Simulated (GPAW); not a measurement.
The system is ZnS (Wurtzite-2H).

```xyz
4
Lattice="3.8110 0.0000 0.0000 -1.9055 3.3004 0.0000 0.0000 0.0000 6.2340" Properties=species:S:1:pos:R:3 pbc="T T T"
Zn    1.9055    1.1001    3.1170
Zn    0.0000    2.2003    0.0000
S     1.9055    1.1001    5.5171
S     0.0000    2.2003    2.4001
```

* Program: GPAW 26.7.0
* Task: relaxation of cell and atoms
* Functional: BLYP
* Dispersion: D3(BJ)
* Potentials or basis: PAW data sets generated in the run's folder for this functional
* Cutoff: 600 eV
* Basis: pw
* k mesh: 6 × 6 × 3
* Occupations: fermi-dirac, width 0.05 eV
* Spin: no spin polarisation

At the start: pressure -0.7 GPa; volume 19.60 Å³/atom.

How do energy, volume and symmetry change on relaxing?

Over 6 steps the energy falls by 6.5 meV/atom and the volume is 19.33 Å³/atom (-1.4 %); space group P6_3mc (No. 186, to 0.05 Å).

Step by step:
| step | energy change (eV) | largest force (eV/Å) | pressure (GPa) | volume (Å³) |
| --- | --- | --- | --- | --- |
| 1 | 0.0000 | 0.3370 | -0.66 | 78.41 |
| 2 | -0.0067 | 0.2917 | -0.64 | 78.34 |
| 3 | -0.0231 | 0.0630 | -0.30 | 77.86 |
| 4 | -0.0241 | 0.0152 | -0.36 | 77.91 |
| 5 | -0.0244 | 0.0143 | -0.31 | 77.87 |
| 6 | -0.0261 | 0.0129 | 0.22 | 77.30 |

Final structure:
```cif
data_structure
_symmetry_space_group_name_H-M 'P 1'
_symmetry_Int_Tables_number 1
_cell_length_a 3.7880
_cell_length_b 3.7880
_cell_length_c 6.2207
_cell_angle_alpha 90.000
_cell_angle_beta 90.000
_cell_angle_gamma 120.000
_cell_volume 77.30
loop_
_atom_site_label
_atom_site_type_symbol
_atom_site_fract_x
_atom_site_fract_y
_atom_site_fract_z
_atom_site_occupancy
Zn1 Zn 0.66667 0.33333 0.50557 1
Zn2 Zn 0.33333 0.66667 0.00557 1
S1 S 0.66667 0.33333 0.87944 1
S2 S 0.33333 0.66667 0.37943 1
```

Caveat: later steps reuse the first step's grids.
